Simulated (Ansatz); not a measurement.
# Cu2ZnSnSe4: the cell at several levels of theory

Aim: relax Cu2ZnSnSe4 built on the kesterite prototype with PBE, r2SCAN, PBEsol and LDA and see how far the functionals disagree on the cell. This is a trial cell built on a prototype, not taken from a measured structure, and it needn't be the compound's ground state.

The runs shown are made with Ansatz 0.2.0. PAW datasets, plane waves, zero pressure. The structure was generated, not taken from experiment, and needn't be the ground state; spin polarisation is off.

### 1 The system as given

The symmetry is I-4 (No. 82, tetragonal); a = 5.657 Å, c = 11.315 Å in the conventional setting, 22.63 Å³ an atom. Near Cu stand 4 Se at 2.47 Å; near Cu stand 4 Se at 2.40 Å; near Zn stand 4 Se at 2.46 Å; near Sn stand 4 Se at 2.47 Å; near Se stand 2 Cu at 2.40–2.47 Å and 1 Zn at 2.46 Å and 1 Sn at 2.47 Å.

The structure in full:

```
CELL_PARAMETERS angstrom
-2.82870 2.82870 5.65740
2.82870 -2.82870 5.65740
2.82870 2.82870 -5.65740
ATOMIC_POSITIONS crystal
Cu 0.00000 0.00000 0.00000
Cu 0.75000 0.25000 0.50000
Zn 0.25000 0.75000 0.50000
Sn 0.50000 0.50000 0.00000
Se 0.11700 0.61700 0.99000
Se 0.38300 0.37300 0.50000
Se 0.62700 0.12700 0.01000
Se 0.87300 0.88300 0.50000
```

### 2 Relaxation with PBE

File input.yaml:

```yaml
crystal:
  lattice:
    - [-2.8286987764, 2.8286987764, 5.6573975528]
    - [2.8286987764, -2.8286987764, 5.6573975528]
    - [2.8286987764, 2.8286987764, -5.6573975528]
  atoms:
    - { symbol: Cu, position: [0.0, 0.0, 0.0] }
    - { symbol: Cu, position: [0.75, 0.25, 0.5] }
    - { symbol: Zn, position: [0.25, 0.75, 0.5] }
    - { symbol: Sn, position: [0.5, 0.5, 0.0] }
    - { symbol: Se, position: [0.117, 0.617, 0.99] }
    - { symbol: Se, position: [0.383, 0.373, 0.5] }
    - { symbol: Se, position: [0.627, 0.127, 0.01] }
    - { symbol: Se, position: [0.873, 0.883, 0.5] }
kpoints:
  mp_grid: { grid: [6, 6, 6] }
hamiltonian:
  xc: pbe
scf:
  occupations: { method: fermi_dirac, width: 0.02 }
relax:
  f_tol: 0.005
  cell: {}
```

Run with:

```console
> ansatz run input.yaml --threads 4 --pin off --max-ram 7372MiB --backend cpu --events-out ev --progress --plain --runs-dir out
```

The runs that follow: r2SCAN: cell and atoms; Relaxation with PBEsol; Relaxing with LDA.

Q: Predict the outcome of this session. Wanted: for each run, a; c; volume; space group; SCF geometries.

The runs gave:

| level | a (Å) | c (Å) | volume (Å³/atom) | space group | SCF geometries |
| --- | --- | --- | --- | --- | --- |
| PBE | 5.764 | 11.522 | 23.929 | I-4 | 5 |
| r2SCAN | 5.699 | 11.384 | 23.111 | I-4 | 5 |
| PBEsol | 5.659 | 11.314 | 22.646 | I-4 | 5 |
| LDA | 5.598 | 11.189 | 21.914 | I-4 | 5 |

**Reading.** From the start to the first minimum the volume moved by +5.7 %. The volume runs from LDA (least) to PBE (most), a spread of 9.2 %, or 3.0 % in length if all axes shared it alike.
